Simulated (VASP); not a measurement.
# AlPt (Pm-3m) in VASP: notebook

The runs below take AlPt through single point, relaxation of cell and atoms, with PBEsol.

All numbers are computed with VASP 6.6.1; they aren't measurements. Logs are shortened: lines on timing, memory, paths and dates and some standing lists are left out, and cuts for length are marked.

## Step 1: The cell of the first run

It takes space group Pm-3m (No. 221, cubic). Conventional cell: a = 3.061 Å, b = 3.061 Å, c = 3.061 Å, α = 90.00°, β = 90.00°, γ = 90.00°. Around Al (site symmetry m-3m) lie 8 Pt at 2.65 Å. Pt (site symmetry m-3m) has 8 Al at 2.65 Å as nearest neighbours.

Measurements of this composition are mostly on another form, of space group No. 198.

## Step 2: Single point, PBEsol (cell and atoms relaxed tightly for response)

The input, INCAR:

```
  PREC = Accurate
  ENCUT = 520
  EDIFF = 1E-7
  ISMEAR = -1
  SIGMA = 0.15
  LREAL = False
  LASPH = True
  NELM = 100
  ALGO = Fast
  ISIF = 2
  LWAVE = False
  LCHARG = True
  GGA = PS
  LELF = True
  LVHAR = True
  NBANDS = 14
```

The input, KPOINTS:

```
Automatic mesh
0
Gamma
  16 16 16
```

The input, POSCAR:

```
AlPt
1.0
    3.0607185129      0.0000000000      0.0000000000
    0.0000000000      3.0607185129      0.0000000000
    0.0000000000      0.0000000000      3.0607185129
Al Pt
1 1
Direct
    0.0000000000      0.0000000000      0.0000000000
    0.5000000000      0.5000000000      0.5000000000
```

Potentials or basis: VASP PAW PBE potentials, release 64 (Al, Pt).

Started as:

```
$ cat potpaw_PBE.64/Al/POTCAR potpaw_PBE.64/Pt/POTCAR > POTCAR
$ mpirun -np 1 vasp_std > vasp.out
```

OUTCAR:

```text
PREC = Accurate
   ENCUT = 520
   EDIFF = 1E-7
   ISMEAR = -1
   LREAL = False
   LASPH = True
   NELM = 100
   ISIF = 2
   GGA = PS

 ion  position               nearest neighbor table
   1  0.000  0.000  0.000-   2 2.65   2 2.65   2 2.65   2 2.65   2 2.65   2 2.65   2 2.65   2 2.65

   2  0.500  0.500  0.500-   1 2.65   1 2.65   1 2.65   1 2.65   1 2.65   1 2.65   1 2.65   1 2.65

  LATTYP: Found a simple cubic cell.
 ALAT       =     3.0607185129

  Lattice vectors:

 A1 = (   3.0607185129,   0.0000000000,   0.0000000000)
 A2 = (   0.0000000000,   3.0607185129,   0.0000000000)
 A3 = (   0.0000000000,   0.0000000000,   3.0607185129)

Analysis of symmetry for initial positions (statically):
=====================================================================
 Subroutine PRICEL returns:
 Original cell was already a primitive cell.

 Routine SETGRP: Setting up the symmetry group for a
 simple cubic supercell.

 Subroutine GETGRP returns: Found 48 space group operations
 (whereof 48 operations were pure point group operations)
 out of a pool of 48 trial point group operations.

The static configuration has the point symmetry O_h .

Analysis of symmetry for dynamics (positions and initial velocities):
=====================================================================
 Subroutine PRICEL returns:
 Original cell was already a primitive cell.

 Routine SETGRP: Setting up the symmetry group for a
 simple cubic supercell.

 Subroutine GETGRP returns: Found 48 space group operations
 (whereof 48 operations were pure point group operations)
 out of a pool of 48 trial point group operations.

The dynamic configuration has the point symmetry O_h .

 Subroutine INISYM returns: Found 48 space group operations
 (whereof 48 operations are pure point group operations),
 and found     1 'primitive' translations

----------------------------------------------------------------------------------------

                                     Primitive cell

  volume of cell :      28.6728

  direct lattice vectors                    reciprocal lattice vectors
     3.060718513  0.000000000  0.000000000     0.326720669  0.000000000  0.000000000
     0.000000000  3.060718513  0.000000000     0.000000000  0.326720669  0.000000000
     0.000000000  0.000000000  3.060718513     0.000000000  0.000000000  0.326720669

  length of vectors
     3.060718513  3.060718513  3.060718513     0.326720669  0.326720669  0.326720669

  position of ions in fractional coordinates (direct lattice)
[... 91 lines left out ...]
   NUPDOWN=      -1.0000    fix difference up-down
   EMIN   =  10.00;   EMAX   =-10.00  energy-range for DOS
   EFERMI =   0.00;   METHOD = LEGACY
   ISMEAR =    -1;   SIGMA  =   0.15  broadening in eV -4-tet -1-fermi 0-gaus
   EFERMI_NEDOS =   21; number of points for ismear=-14 and -15
   IALGO  =     68    algorithm
   IMIX   =      4    mixing-type and parameters
     AMIX     =   0.40;   BMIX     =  1.00
     AMIX_MAG =   1.60;   BMIX_MAG =  1.00
  volume/ion in A,a.u.               =      14.34        96.75
  Fermi-wavevector in a.u.,A,eV,Ry     =   1.257668  2.376647 21.520715  1.581728
  Thomas-Fermi vector in A             =   2.391315
   LORBIT       =      0    0 simple, 1 ext, 2 COOP (PROOUT), +10 PAW based schemes
   GGA     = PS    functional components
   LHFCALC =     F    Hartree Fock is set to
   AEXX    =    0.0000 exact exchange contribution
   IVDW    =     0    specifies the selected vdW correction
   LEPSILON=     F    determine dielectric tensor
   LRPA    =     F    only Hartree local field effects (RPA)
 non-spin polarized calculation
 RMM-DIIS sequential band-by-band and
  energy-cutoff  :      520.00
  volume of cell :       28.67
 maximum number of plane-waves:       804
 NGX is ok and might be reduce to    24
   NGX = 11   NGY = 11   NGZ = 11

 number of electron      12.9999997 magnetization

 Free energy of the ion-electron system (eV)
  ---------------------------------------------------
  ext. energy  EPLUGINS =         0.00000000
  ---------------------------------------------------
  free energy    TOTEN  =       -12.95988337 eV

  energy without entropy =      -12.91015732  energy(sigma->0) =      -12.93502035

 E-fermi :  11.1255     XC(G=0): -12.3488

 val. band max:       11.0718408393   @ k =   0.3750   0.3750   0.1250
 cond. band min:      11.1529400131   @ k =   0.3125   0.1250   0.0625
 fundamental gap:      0.0810991738
 Fermi energy:        11.1254724467

 k-point     1 :       0.0000    0.0000    0.0000
  band No.  band energies     occupation
      1      -0.7400      2.00000
      2       5.2807      2.00000
      3       5.2807      2.00000
      4       8.3961      2.00000
      5       8.3961      2.00000
      6       8.3961      2.00000
      7      15.0077      0.00000
      8      15.0077      0.00000
      9      15.0077      0.00000
     10      20.2543      0.00000
     11      20.2543      0.00000
     12      21.0883      0.00000
     13      28.9405      0.00000
     14      28.9405      0.00000
[... 377 lines left out ...]
      1       3.0522      2.00000
      2       3.8331      2.00000
      3       6.0461      2.00000
      4       6.9599      2.00000
      5       7.0073      2.00000
      6       8.3692      2.00000
      7      10.1929      1.99602
      8      17.0670      0.00000
      9      17.8819      0.00000
     10      20.3601      0.00000
     11      20.4153      0.00000
     12      21.2648      0.00000
     13      23.9265      0.00000
     14      25.1255      0.00000

 [... further k-points ...]

------------------------ aborting loop because EDIFF is reached ----------------------------------------

  FORCE on cell =-STRESS in cart. coord.  units (eV):
  Direction    XX          YY          ZZ          XY          YZ          ZX
  --------------------------------------------------------------------------------------
  -------------------------------------------------------------------------------------
  Total       -0.0110296     -0.0110296     -0.0110296      0.0000000      0.0000000      0.0000000
  in kB       -0.6163103     -0.6163103     -0.6163103      0.0000000      0.0000000      0.0000000
  external PRESSURE =      -0.6163103 kB  Pullay stress =       0.0000000 kB

 VOLUME and BASIS-vectors are now :
 -----------------------------------------------------------------------------
  energy-cutoff  :      520.00
  volume of cell :       28.67
      direct lattice vectors                 reciprocal lattice vectors
     3.060718513  0.000000000  0.000000000     0.326720669  0.000000000  0.000000000
     0.000000000  3.060718513  0.000000000     0.000000000  0.326720669  0.000000000
     0.000000000  0.000000000  3.060718513     0.000000000  0.000000000  0.326720669

 POSITION                                       TOTAL-FORCE (eV/Angst)
 -----------------------------------------------------------------------------------
      0.00000      0.00000      0.00000         0.000000      0.000000      0.000000
      1.53036      1.53036      1.53036         0.000000      0.000000      0.000000
 -----------------------------------------------------------------------------------
    total drift:                                0.000000     -0.000000     -0.000000

  FREE ENERGIE OF THE ION-ELECTRON SYSTEM (eV)
  ---------------------------------------------------
  free  energy   TOTEN  =       -12.9598833749 eV

  energy  without entropy=      -12.9101573205  energy(sigma->0) =      -12.93502035
```

OSZICAR:

```text
N       E                     dE             d eps       ncg     rms          rms(c)
DAV:   1     0.430008726314E+02    0.43001E+02   -0.55664E+03  4772   0.772E+02
DAV:   2    -0.123927419380E+02   -0.55394E+02   -0.50663E+02  5688   0.165E+02
DAV:   3    -0.135524713058E+02   -0.11597E+01   -0.11549E+01  5760   0.221E+01
DAV:   4    -0.135587252737E+02   -0.62540E-02   -0.62537E-02  5664   0.201E+00
DAV:   5    -0.135587977288E+02   -0.72455E-04   -0.72454E-04  5916   0.213E-01    0.113E+01
RMM:   6    -0.130348644247E+02    0.52393E+00   -0.10647E+00  4634   0.689E+00    0.428E+00
RMM:   7    -0.129810655841E+02    0.53799E-01   -0.32210E-02  4695   0.132E+00    0.249E+00
RMM:   8    -0.129599064646E+02    0.21159E-01   -0.15613E-02  4767   0.875E-01    0.246E-01
RMM:   9    -0.129598978393E+02    0.86252E-05   -0.13613E-03  5032   0.275E-01    0.137E-01
RMM:  10    -0.129598852511E+02    0.12588E-04   -0.11962E-04  5138   0.862E-02    0.281E-02
RMM:  11    -0.129598837817E+02    0.14694E-05   -0.21904E-05  5207   0.323E-02    0.162E-02
RMM:  12    -0.129598843895E+02   -0.60777E-06   -0.40631E-06  5218   0.130E-02    0.219E-02
RMM:  13    -0.129598835656E+02    0.82394E-06   -0.94387E-07  4904   0.626E-03    0.122E-02
RMM:  14    -0.129598834273E+02    0.13820E-06   -0.19254E-07  4209   0.278E-03    0.891E-03
RMM:  15    -0.129598833749E+02    0.52484E-07   -0.40983E-08  3323   0.136E-03
   1 F= -.12959883E+02 E0= -.12935020E+02  d E =-.497261E-01
```

It took 30 s on 1 thread of Intel Xeon Platinum 8375C at 2.90GHz (Ice Lake), shared host; peak memory 0.19 GiB.

Results:

| Quantity | Value |
| --- | --- |
| Free energy | -12.9599 eV |
| Pressure | -0.1 GPa |
| Band gap on the k mesh | none (metal or under the smearing width) |

Caveat: the PAW data sets were made with another functional, which shifts forces and pressure a little. Spin-orbit coupling is left out, which matters for the levels of Pt.

## Step 3: Relaxation of cell and atoms, PBEsol (cell and atoms relaxed tightly for response)

The input, INCAR:

```
  PREC = Accurate
  ENCUT = 600
  EDIFF = 1E-6
  ISMEAR = -1
  SIGMA = 0.15
  LREAL = F
  LASPH = T
  NELM = 100
  ALGO = Fast
  ISIF = 3
  LWAVE = F
  LCHARG = F
  GGA = PS
  IBRION = 2
  NSW = 80
  EDIFFG = -0.001
```

KPOINTS is that of step 2.

The input, POSCAR:

```
AlPt
1.0
    3.0601616599      0.0000000000      0.0000000000
    0.0000000000      3.0601616599      0.0000000000
    0.0000000000      0.0000000000      3.0601616599
Al Pt
1 1
Direct
    0.0000000000      0.0000000000      0.0000000000
    0.5000000000      0.5000000000      0.5000000000
```

Potentials or basis: VASP PAW PBE potentials, release 64 (Al, Pt).

Started as:

```
$ cat potpaw_PBE.64/Al/POTCAR potpaw_PBE.64/Pt/POTCAR > POTCAR
$ mpirun -np 1 vasp_std > vasp.out
```

OUTCAR:

```text
PREC = Accurate
   ENCUT = 600
   EDIFF = 1E-6
   ISMEAR = -1
   LREAL = F
   LASPH = T
   NELM = 100
   ISIF = 3
   GGA = PS
   IBRION = 2
   NSW = 80
   EDIFFG = -0.001

 ion  position               nearest neighbor table
   1  0.000  0.000  0.000-   2 2.65   2 2.65   2 2.65   2 2.65   2 2.65   2 2.65   2 2.65   2 2.65

   2  0.500  0.500  0.500-   1 2.65   1 2.65   1 2.65   1 2.65   1 2.65   1 2.65   1 2.65   1 2.65

  LATTYP: Found a simple cubic cell.
 ALAT       =     3.0601616599

  Lattice vectors:

 A1 = (   3.0601616599,   0.0000000000,   0.0000000000)
 A2 = (   0.0000000000,   3.0601616599,   0.0000000000)
 A3 = (   0.0000000000,   0.0000000000,   3.0601616599)

Analysis of symmetry for initial positions (statically):
=====================================================================
 Subroutine PRICEL returns:
 Original cell was already a primitive cell.

 Routine SETGRP: Setting up the symmetry group for a
 simple cubic supercell.

 Subroutine GETGRP returns: Found 48 space group operations
 (whereof 48 operations were pure point group operations)
 out of a pool of 48 trial point group operations.

The static configuration has the point symmetry O_h .

Analysis of symmetry for dynamics (positions and initial velocities):
=====================================================================
 Subroutine PRICEL returns:
 Original cell was already a primitive cell.

[... 230 lines left out ...]

 Free energy of the ion-electron system (eV)
  ---------------------------------------------------
  ext. energy  EPLUGINS =         0.00000000
  ---------------------------------------------------
  free energy    TOTEN  =       -12.95974354 eV

  energy without entropy =      -12.91002357  energy(sigma->0) =      -12.93488355

 E-fermi :  11.1262     XC(G=0): -12.3491

 val. band max:       11.0726086389   @ k =   0.3750   0.3750   0.1250
 cond. band min:      11.1537986493   @ k =   0.3125   0.1250   0.0625
 fundamental gap:      0.0811900104
 Fermi energy:        11.1262297823

 k-point     1 :       0.0000    0.0000    0.0000
  band No.  band energies     occupation
      1      -0.7399      2.00000
      2       5.2808      2.00000
      3       5.2808      2.00000
      4       8.3965      2.00000
      5       8.3965      2.00000
      6       8.3965      2.00000
      7      15.0088      0.00000
      8      15.0088      0.00000
      9      15.0088      0.00000
     10      20.2557      0.00000
[... 287 lines left out ...]
 k-point    24 :       0.5000    0.1250    0.0000
  band No.  band energies     occupation
      1       3.0523      2.00000
      2       3.8337      2.00000
      3       6.0463      2.00000
      4       6.9603      2.00000
      5       7.0077      2.00000
      6       8.3697      2.00000
      7      10.1935      1.99602
      8      17.0682      0.00000
      9      17.8829      0.00000
     10      20.3629      0.00000

 [... further k-points ...]

------------------------ aborting loop because EDIFF is reached ----------------------------------------

  FORCE on cell =-STRESS in cart. coord.  units (eV):
  Direction    XX          YY          ZZ          XY          YZ          ZX
  --------------------------------------------------------------------------------------
  -------------------------------------------------------------------------------------
  Total        0.0002390      0.0002390      0.0002390      0.0000000     -0.0000000      0.0000000
  in kB        0.0133556      0.0133556      0.0133556      0.0000000     -0.0000000      0.0000000
  external PRESSURE =       0.0133556 kB  Pullay stress =       0.0000000 kB
[... 17 lines left out ...]
  FREE ENERGIE OF THE ION-ELECTRON SYSTEM (eV)
  ---------------------------------------------------
  free  energy   TOTEN  =       -12.9597435370 eV

  energy  without entropy=      -12.9100235686  energy(sigma->0) =      -12.93488355

 reached required accuracy - stopping structural energy minimisation
```

It took 34 s on 1 thread of Intel Xeon Platinum 8375C at 2.90GHz (Ice Lake), shared host; peak memory 0.2 GiB.

Results:

- Free energy: -12.9597 eV
- Relaxed volume: 14.34 Å³/atom
- Relaxed cell: a = 3.061 Å, b = 3.061 Å, c = 3.061 Å, α = 90.00°, β = 90.00°, γ = 90.00°
- Space group after relaxing (to 0.05 Å): Pm-3m (No. 221)
- Energy gained by relaxing: 0.0 meV/atom
- Ionic steps: 3
- Pressure after relaxing: 0.0 GPa
- Band gap on the k mesh: none (metal or under the smearing width)

Final structure:
```cif
data_structure
_symmetry_space_group_name_H-M 'P 1'
_symmetry_Int_Tables_number 1
_cell_length_a 3.0606
_cell_length_b 3.0606
_cell_length_c 3.0606
_cell_angle_alpha 90.000
_cell_angle_beta 90.000
_cell_angle_gamma 90.000
_cell_volume 28.67
loop_
_atom_site_label
_atom_site_type_symbol
_atom_site_fract_x
_atom_site_fract_y
_atom_site_fract_z
_atom_site_occupancy
Al1 Al 0.00000 0.00000 0.00000 1
Pt1 Pt 0.50000 0.50000 0.50000 1
```

Caveat: the PAW data sets were made with another functional, which shifts forces and pressure a little. Spin-orbit coupling is left out, which matters for the levels of Pt.
